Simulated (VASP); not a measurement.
# GaAs (F-43m) in VASP: further runs

Aim: see how the results for GaAs move with the level of theory and the settings. Levels: PBEsol+rVV10, RPBE+D3, RPBE+D3(BJ). Tasks: relaxation of cell and atoms.

Program: VASP 6.6.1. These are calculated values, not measurements. Logs are shortened: lines on timing, memory, paths and dates and some standing lists are left out, and cuts for length are marked.

## 1. The structure

Symmetry: F-43m, No. 216, cubic system. The conventional cell has a = 5.654 Å, b = 5.654 Å, c = 5.654 Å, α = 90.00°, β = 90.00°, γ = 90.00°. Around As (site symmetry -43m) lie 4 Ga at 2.45 Å. Around Ga (site symmetry -43m) lie 4 As at 2.45 Å.

## 2. Relaxation of cell and atoms, PBEsol+rVV10

File INCAR:

```
SYSTEM = GaAs
PREC     = Accurate       ! precision mode
ENCUT    = 600            ! plane-wave cutoff, eV
EDIFF    = 1E-6           ! SCF threshold, eV
ISMEAR   = -1             ! smearing method
SIGMA    = 0.05           ! smearing width, eV
LREAL    = .False.        ! projectors in reciprocal space
LASPH    = .True.         ! aspherical terms in the spheres
NELM     = 80             ! most SCF steps
ALGO     = Normal         ! electronic algorithm
ISIF     = 3              ! what is computed and relaxed
LWAVE    = .False.        ! write WAVECAR
LCHARG   = .False.        ! write CHGCAR
GGA      = PS             ! functional
LUSE_VDW = .True.       
IVDW_NL  = 2            
BPARAM   = 20.0         
CPARAM   = 0.0093       
IBRION   = 2              ! ionic algorithm
NSW      = 60             ! ionic steps
EDIFFG   = -0.01          ! ionic threshold
```

File KPOINTS:

```
regular mesh
0
Gamma
  8 8 8
  0 0 0
```

File POSCAR:

```
GaAs
1.0
    0.0000000000      2.8268500000      2.8268500000
    2.8268500000      0.0000000000      2.8268500000
    2.8268500000      2.8268500000      0.0000000000
As Ga
1 1
Direct
    0.7500000000      0.7500000000      0.7500000000
    0.0000000000      0.0000000000      0.0000000000
```

Potentials or basis: VASP PAW PBE potentials, release 64 (As, Ga_d).

Run with:

```
> cat potpaw_PBE.64/As/POTCAR potpaw_PBE.64/Ga_d/POTCAR > POTCAR
> mpirun -np 1 vasp_std > vasp.out
```

OUTCAR:

```text
SYSTEM = GaAs
   PREC = Accurate
   ENCUT = 600
   EDIFF = 1E-6
   ISMEAR = -1
   LREAL = .False.
   LASPH = .True.
   NELM = 80
   ISIF = 3
   GGA = PS
   IVDW_NL = 2
   BPARAM = 20.0
   IBRION = 2
   NSW = 60
   EDIFFG = -0.01

 ion  position               nearest neighbor table
   1  0.750  0.750  0.750-   2 2.45   2 2.45   2 2.45   2 2.45
   2  0.000  0.000  0.000-   1 2.45   1 2.45   1 2.45   1 2.45

  LATTYP: Found a face centered cubic cell.
 ALAT       =     5.6537000000

  Lattice vectors:

 A1 = (   0.0000000000,   2.8268500000,   2.8268500000)
 A2 = (   2.8268500000,   0.0000000000,   2.8268500000)
 A3 = (   2.8268500000,   2.8268500000,   0.0000000000)

Analysis of symmetry for initial positions (statically):
=====================================================================
 Subroutine PRICEL returns:
 Original cell was already a primitive cell.

 Routine SETGRP: Setting up the symmetry group for a
 face centered cubic supercell.

 Subroutine GETGRP returns: Found 24 space group operations
 (whereof 24 operations were pure point group operations)
 out of a pool of 48 trial point group operations.

The static configuration has the point symmetry T_d .

Analysis of symmetry for dynamics (positions and initial velocities):
=====================================================================
 Subroutine PRICEL returns:
 Original cell was already a primitive cell.

 Routine SETGRP: Setting up the symmetry group for a
 face centered cubic supercell.

 Subroutine GETGRP returns: Found 24 space group operations
 (whereof 24 operations were pure point group operations)
 out of a pool of 48 trial point group operations.

The dynamic configuration has the point symmetry T_d .

 Subroutine INISYM returns: Found 24 space group operations
 (whereof 24 operations are pure point group operations),
 and found     1 'primitive' translations

----------------------------------------------------------------------------------------

                                     Primitive cell

  volume of cell :      45.1792

  direct lattice vectors                    reciprocal lattice vectors
     0.000000000  2.826850000  2.826850000    -0.176875321  0.176875321  0.176875321
     2.826850000  0.000000000  2.826850000     0.176875321 -0.176875321  0.176875321
     2.826850000  2.826850000  0.000000000     0.176875321  0.176875321 -0.176875321

  length of vectors
     3.997769609  3.997769609  3.997769609     0.306357042  0.306357042  0.306357042

  position of ions in fractional coordinates (direct lattice)
     0.750000000  0.750000000  0.750000000
     0.000000000  0.000000000  0.000000000

  ion indices of the primitive-cell ions
   primitive index   ion index
                 1           1
                 2           2

----------------------------------------------------------------------------------------

 KPOINTS: regular mesh

Automatic generation of k-mesh.
 Grid dimensions read from file:
 generate k-points for:    8    8    8

 Generating k-lattice:

  Cartesian coordinates                     Fractional coordinates (reciprocal lattice)
    -0.022109415  0.022109415  0.022109415     0.125000000  0.000000000  0.000000000
     0.022109415 -0.022109415  0.022109415     0.000000000  0.125000000  0.000000000
     0.022109415  0.022109415 -0.022109415     0.000000000  0.000000000  0.125000000

  Length of vectors
     0.038294630  0.038294630  0.038294630

  Shift w.r.t. Gamma in fractional coordinates (k-lattice)
     0.000000000  0.000000000  0.000000000

 Subroutine IBZKPT returns following result:
 ===========================================

 Found     29 irreducible k-points:

 Following reciprocal coordinates:
            Coordinates               Weight
  0.000000  0.000000  0.000000      1.000000
  0.125000  0.000000  0.000000      8.000000
  0.250000  0.000000  0.000000      8.000000
  0.375000  0.000000  0.000000      8.000000
  0.500000  0.000000  0.000000      4.000000
  0.125000  0.125000  0.000000      6.000000
[... 16 lines left out ...]
  0.500000  0.250000  0.125000     48.000000
 -0.375000  0.250000  0.125000     24.000000
 [... further k-points ...]
   k-points           NKPTS =     29   k-points in BZ     NKDIM =     29   number of bands    NBANDS=     13
   number of dos      NEDOS =    301   number of ions     NIONS =      2
   total plane-waves  NPLWV =  32768
   dimension x,y,z NGX =    32 NGY =   32 NGZ =   32
   dimension x,y,z NGXF=    64 NGYF=   64 NGZF=   64
   ions per type =               1   1
   NGX,Y,Z   is equivalent  to a cutoff of  13.31, 13.31, 13.31 a.u.
   NGXF,Y,Z  is equivalent  to a cutoff of  26.61, 26.61, 26.61 a.u.
 SYSTEM =  GaAs
   PREC   = accura    normal or accurate (medium, high low for compatibility)
   ISTART =      0    job   : 0-new  1-cont  2-samecut
   ICHARG =      2    charge: 1-file 2-atom 10-const
   ISPIN  =      1    spin polarized calculation?
   LNONCOLLINEAR =      F non collinear calculations
   LSORBIT =      F    spin-orbit coupling
   LASPH  =      T    aspherical Exc in radial PAW
   ENCUT  =  600.0 eV  44.10 Ry    6.64 a.u.   7.98  7.98  7.98*2*pi/ulx,y,z
   NELM   =     80;   NELMIN=  2; NELMDL= -5     # of ELM steps
   EDIFF  = 0.1E-05   stopping-criterion for ELM
   LREAL  =      F    real-space projection
   EDIFFG = -.1E-01   stopping-criterion for IOM
   NSW    =     60    number of steps for IOM
   IBRION =      2    ionic relax: 0-MD 1-quasi-New 2-CG
   NFREE  =      1    steps in history (QN), initial steepest desc. (CG)
   ISIF   =      3    stress and relaxation
   ISYM   =      2    0-nonsym 1-usesym 2-fastsym
   POTIM  = 0.5000    time-step for ionic-motion
   TEBEG  =    0.0;   TEEND  =   0.0 temperature during run
   PSTRESS=    0.0 pullay stress
   NELECT =      18.0000    total number of electrons
   NUPDOWN=      -1.0000    fix difference up-down
   EMIN   =  10.00;   EMAX   =-10.00  energy-range for DOS
   EFERMI =   0.00;   METHOD = LEGACY
   ISMEAR =    -1;   SIGMA  =   0.05  broadening in eV -4-tet -1-fermi 0-gaus
   EFERMI_NEDOS =   21; number of points for ismear=-14 and -15
   IALGO  =     38    algorithm
   IMIX   =      4    mixing-type and parameters
     AMIX     =   0.40;   BMIX     =  1.00
     AMIX_MAG =   1.60;   BMIX_MAG =  1.00
  volume/ion in A,a.u.               =      22.59       152.44
  Fermi-wavevector in a.u.,A,eV,Ry     =   1.204628  2.276417 19.743799  1.451128
  Thomas-Fermi vector in A             =   2.340347
   LORBIT       =      0    0 simple, 1 ext, 2 COOP (PROOUT), +10 PAW based schemes
   GGA     = PS    functional components
   LHFCALC =     F    Hartree Fock is set to
   AEXX    =    0.0000 exact exchange contribution
   IVDW_NL    =     2    kernel type
   BPARAM     =20.0000
   IVDW    =     0    specifies the selected vdW correction
   LEPSILON=     F    determine dielectric tensor
   LRPA    =     F    only Hartree local field effects (RPA)
 conjugate gradient relaxation of ions
 non-spin polarized calculation
  energy-cutoff  :      600.00
  volume of cell :       45.18
 maximum number of plane-waves:      1540
   NGX = 15   NGY = 15   NGZ = 15

 number of electron      18.0000011 magnetization

 Free energy of the ion-electron system (eV)
  ---------------------------------------------------
  ext. energy  EPLUGINS =         0.00000000
  ---------------------------------------------------
  free energy    TOTEN  =        -8.82872452 eV

  energy without entropy =       -8.82868112  energy(sigma->0) =       -8.82870282

 E-fermi :   4.0552     XC(G=0):  -9.7984

 val. band max:        3.8012428226   @ k =   0.0000   0.0000   0.0000
 cond. band min:       4.2505642550   @ k =   0.0000   0.0000   0.0000
 fundamental gap:      0.4493214324
 Fermi energy:         4.0551514986

 k-point     1 :       0.0000    0.0000    0.0000
  band No.  band energies     occupation
      1     -10.9696      2.00000
      2     -10.9696      2.00000
      3     -10.9696      2.00000
      4     -10.8895      2.00000
      5     -10.8895      2.00000
      6      -8.9549      2.00000
      7       3.8012      1.98761
      8       3.8012      1.98761
      9       3.8012      1.98761
     10       4.2506      0.03936
     11       7.4844      0.00000
     12       7.4845      0.00000
     13       7.4845      0.00000

 k-point     2 :       0.1250    0.0000    0.0000
  band No.  band energies     occupation
      1     -10.9836      2.00000
      2     -10.9660      2.00000
      3     -10.9660      2.00000
      4     -10.8897      2.00000
      5     -10.8897      2.00000
      6      -8.7710      2.00000
      7       1.8103      2.00000
      8       3.5622      1.99990
      9       3.5622      1.99990
     10       5.3397      0.00000
     11       7.8348      0.00000
     12       7.8348      0.00000
     13       7.9224      0.00000

 k-point     3 :       0.2500    0.0000    0.0000
  band No.  band energies     occupation
      1     -11.0140      2.00000
      2     -10.9583      2.00000
      3     -10.9583      2.00000
      4     -10.8892      2.00000
      5     -10.8892      2.00000
      6      -8.2573      2.00000
      7      -0.3722      2.00000
      8       3.1168      2.00000
      9       3.1168      2.00000
     10       5.1781      0.00000
     11       8.3499      0.00000
     12       8.3499      0.00000
     13       9.6619      0.00000

 k-point     4 :       0.3750    0.0000    0.0000
  band No.  band energies     occupation
      1     -11.0409      2.00000
      2     -10.9521      2.00000
      3     -10.9521      2.00000
      4     -10.8871      2.00000
      5     -10.8871      2.00000
      6      -7.5678      2.00000
      7      -2.1287      2.00000
      8       2.7745      2.00000
      9       2.7745      2.00000
     10       4.8435      0.00000
     11       8.4285      0.00000
     12       8.4285      0.00000
     13      11.2765      0.00000

 k-point     5 :       0.5000    0.0000    0.0000
  band No.  band energies     occupation
      1     -11.0514      2.00000
      2     -10.9500      2.00000
      3     -10.9500      2.00000
      4     -10.8857      2.00000
      5     -10.8857      2.00000
      6      -7.1732      2.00000
      7      -2.8880      2.00000
      8       2.6517      2.00000
      9       2.6517      2.00000
     10       4.7176      0.00000
     11       8.3735      0.00000
     12       8.3735      0.00000
     13      11.3387      0.00000
[... 257 lines left out ...]
 k-point    22 :       0.3750    0.2500    0.1250
  band No.  band energies     occupation
      1     -11.0366      2.00000
      2     -10.9489      2.00000
      3     -10.9462      2.00000
      4     -10.8977      2.00000
      5     -10.8843      2.00000
      6      -7.8247      2.00000
      7      -0.9085      2.00000
      8       1.3678      2.00000
      9       2.4863      2.00000
     10       6.7924      0.00000
     11       7.2386      0.00000
     12       9.0502      0.00000
     13      10.0763      0.00000

 k-point    23 :       0.5000    0.2500    0.1250
  band No.  band energies     occupation
      1     -11.0533      2.00000
      2     -10.9454      2.00000
      3     -10.9394      2.00000
      4     -10.8965      2.00000
      5     -10.8847      2.00000
      6      -7.1866      2.00000
      7      -2.1240      2.00000
      8       0.7052      2.00000
      9       2.0444      2.00000
     10       6.8259      0.00000
     11       7.9042      0.00000
     12       9.2335      0.00000
     13      10.6472      0.00000

 k-point    24 :      -0.3750    0.2500    0.1250
  band No.  band energies     occupation
      1     -11.0596      2.00000
      2     -10.9447      2.00000
      3     -10.9369      2.00000
      4     -10.8941      2.00000
      5     -10.8860      2.00000
      6      -6.8287      2.00000
      7      -2.7256      2.00000
      8       0.5296      2.00000
      9       1.8402      2.00000
     10       6.7701      0.00000
     11       7.8553      0.00000
     12      10.0946      0.00000
     13      11.4023      0.00000

 [... further k-points ...]
[... 5 lines left out ...]
  --------------------------------------------------------------------------------------
  -------------------------------------------------------------------------------------
  Total       -0.0081503     -0.0081503     -0.0081503     -0.0000000      0.0000000     -0.0000000
  in kB       -0.2890318     -0.2890318     -0.2890318     -0.0000000      0.0000000     -0.0000000
  external PRESSURE =      -0.2890318 kB  Pullay stress =       0.0000000 kB

 VOLUME and BASIS-vectors are now :
 -----------------------------------------------------------------------------
  energy-cutoff  :      600.00
  volume of cell :       45.18
      direct lattice vectors                 reciprocal lattice vectors
     0.000000000  2.826850000  2.826850000    -0.176875321  0.176875321  0.176875321
     2.826850000  0.000000000  2.826850000     0.176875321 -0.176875321  0.176875321
     2.826850000  2.826850000  0.000000000     0.176875321  0.176875321 -0.176875321

 POSITION                                       TOTAL-FORCE (eV/Angst)
 -----------------------------------------------------------------------------------
      4.24027      4.24027      4.24027        -0.000000      0.000000      0.000000
      0.00000      0.00000      0.00000         0.000000     -0.000000     -0.000000
 -----------------------------------------------------------------------------------
    total drift:                               -0.000001     -0.000001     -0.000001

  FREE ENERGIE OF THE ION-ELECTRON SYSTEM (eV)
  ---------------------------------------------------
  free  energy   TOTEN  =        -8.8287245178 eV

  energy  without entropy=       -8.8286811232  energy(sigma->0) =       -8.82870282

 reached required accuracy - stopping structural energy minimisation
```

It took 38 s on 1 thread of Intel Xeon Platinum 8488C (Sapphire Rapids), shared host; peak memory 0.32 GiB.

Results:

```yaml
Free_energy: -8.8287 eV
Pressure_after_relaxing: 0.0 GPa
Band_gap_on_the_k_mesh: 0.45 eV, direct
```

Final structure:
```
As Ga
1.0
     0.00000    2.82685    2.82685
     2.82685    0.00000    2.82685
     2.82685    2.82685    0.00000
As Ga
1 1
Cartesian
  4.2403 4.2403 4.2403
  0.0000 0.0000 0.0000
```

Caveat: the relaxation stopped at its first step, so nothing moved; the PAW data sets were made with another functional, which shifts forces and pressure a little. A k mesh can miss the band edges.

## 3. Relaxation of cell and atoms, RPBE+D3

Changes to INCAR since step 2:

```diff
@@ -13,9 +13,6 @@
 LCHARG   = .False.        ! write CHGCAR
-GGA      = PS             ! functional
-LUSE_VDW = .True.       
-IVDW_NL  = 2            
-BPARAM   = 20.0         
-CPARAM   = 0.0093       
+GGA      = RP             ! functional
+IVDW     = 11             ! dispersion correction
 IBRION   = 2              ! ionic algorithm
-NSW      = 60             ! ionic steps
-EDIFFG   = -0.01          ! ionic threshold
+NSW      = 40             ! ionic steps
+EDIFFG   = -0.02          ! ionic threshold
```

File KPOINTS:

```
Automatic mesh
0
Gamma
  8 8 8
  0 0 0
```

POSCAR is that of step 2.

Potentials or basis: VASP PAW PBE potentials, release 64 (As, Ga_d).

Run with:

```
> cat potpaw_PBE.64/As/POTCAR potpaw_PBE.64/Ga_d/POTCAR > POTCAR
> mpirun -np 1 vasp_std > vasp.out
```

Wall time 24 s (1 thread of Intel Xeon Platinum 8488C (Sapphire Rapids), shared host); peak memory 0.2 GiB.

It converged, with:

```yaml
Free_energy: -8.2586 eV
Relaxed_volume: 23.40 Å³/atom
Relaxed_cell: a = 4.045 Å, b = 4.045 Å, c = 4.045 Å, α = 60.00°, β = 60.00°, γ = 60.00°
Space_group_after_relaxing_to_0.05_Å: F-43m (No. 216)
Energy_gained_by_relaxing: 6.0 meV/atom
Ionic_steps: 3
Pressure_after_relaxing: 0.1 GPa
Band_gap_on_the_k_mesh: 0.38 eV, direct
Dispersion_energy_per_atom: -0.340 eV
```

The path:
```csv
step,energy change (eV),largest force (eV/Å),pressure (GPa),volume (Å³)
1,0.0000,0.0000,2.46,45.18
2,-0.0100,0.0000,-0.81,47.49
3,-0.0120,0.0000,0.07,46.80
```

Final structure:
```
As Ga
1.0
     0.00000    2.86031    2.86031
     2.86031    0.00000    2.86031
     2.86031    2.86031    0.00000
As Ga
1 1
Direct
  0.75000 0.75000 0.75000
  0.00000 0.00000 0.00000
```

Levels at points of the mesh, in eV from the valence-band top:
```csv
k point,band 6,band 7,band 8,band 9,band 10,band 11,band 12,band 13
"(0.00, 0.00, 0.00)",-12.44,0.00,0.00,0.00,0.38,3.75,3.75,3.75
"(0.50, 0.00, 0.00)",-10.79,-6.41,-1.09,-1.09,1.00,4.66,4.66,7.89
"(0.50, 0.50, 0.00)",-10.09,-6.62,-2.54,-2.54,1.64,1.75,9.94,9.94
```

Caveat: the PAW data sets were made with another functional, which shifts forces and pressure a little. Zero-point motion and thermal expansion aren't in these numbers.

## 4. Relaxation of cell and atoms, RPBE+D3(BJ)

File INCAR:

```
PREC = Accurate ; ENCUT = 600
EDIFF = 1E-6 ; ISMEAR = -1
SIGMA = 0.05 ; LREAL = F
LASPH = T ; NELM = 100
ALGO = Normal ; ISIF = 3
LWAVE = F ; LCHARG = F
GGA = RP ; IVDW = 12
IBRION = 2 ; NSW = 40
EDIFFG = -0.01
```

File KPOINTS:

```
regular mesh
0
Gamma
  8 8 8
```

POSCAR is that of step 3.

Run with:

```
> cat potpaw_PBE.64/As/POTCAR potpaw_PBE.64/Ga_d/POTCAR > POTCAR
> mpirun -np 1 vasp_std > vasp.out
```

Run time: 24 s. Hardware: 1 thread of Intel Xeon Platinum 8488C (Sapphire Rapids), shared host; peak memory 0.21 GiB.

Results (log left out):

* Free energy: -10.3689 eV
* Relaxed volume: 20.79 Å³/atom
* Relaxed cell: a = 3.889 Å, b = 3.889 Å, c = 3.889 Å, α = 60.00°, β = 60.00°, γ = 60.00°
* Space group after relaxing (to 0.05 Å): F-43m (No. 216)
* Energy gained by relaxing: 33.8 meV/atom
* Ionic steps: 3
* Pressure after relaxing: 0.0 GPa
* Band gap on the k mesh: 1.29 eV, direct
* Dispersion energy per atom: -1.517 eV

The path:
```tsv
step	energy change (eV)	largest force (eV/Å)	pressure (GPa)	volume (Å³)
1	0.0000	0.0000	-5.59	45.18
2	-0.0556	0.0000	2.91	40.22
3	-0.0677	0.0000	0.03	41.58
```

Final structure:
```
As Ga
1.0
     0.00000    2.74974    2.74974
     2.74974    0.00000    2.74974
     2.74974    2.74974    0.00000
As Ga
1 1
Direct
  0.75000 0.75000 0.75000
  0.00000 0.00000 0.00000
```

Levels at points of the mesh, in eV from the valence-band top:
```csv
k point,band 7,band 8,band 9,band 10,band 11,band 12
"(0.00, 0.00, 0.00)",0.00,0.00,0.00,1.29,3.77,3.77
"(0.50, 0.00, 0.00)",-7.08,-1.27,-1.27,1.33,4.68,4.68
"(0.50, 0.50, 0.00)",-7.19,-2.98,-2.98,1.38,1.66,10.89
```

Caveat: the PAW data sets were made with another functional, which shifts forces and pressure a little. A hybrid or GW would open this gap; RPBE tends to underestimate it.

## 5. Overview

```tsv
level	gap on the mesh (eV)	pressure (GPa)	relaxed volume (Å³/atom)
PBEsol+rVV10	0.45	0.0	-
RPBE+D3	0.38	0.1	23.40
RPBE+D3(BJ)	1.29	0.0	20.79
```

Alike in all rows: task relaxation of cell and atoms; potentials or basis VASP PAW PBE potentials, release 64 (As, Ga_d); no spin polarisation; cell relaxed; k mesh 8 × 8 × 8; cutoff (eV) 600; smearing fermi-dirac 0.05 eV.

Caveats: the PAW data sets were made with another functional, which shifts forces and pressure a little; the relaxation stopped at its first step, so nothing moved (some runs).

Absolute energies hang on the potentials; compare differences alone.
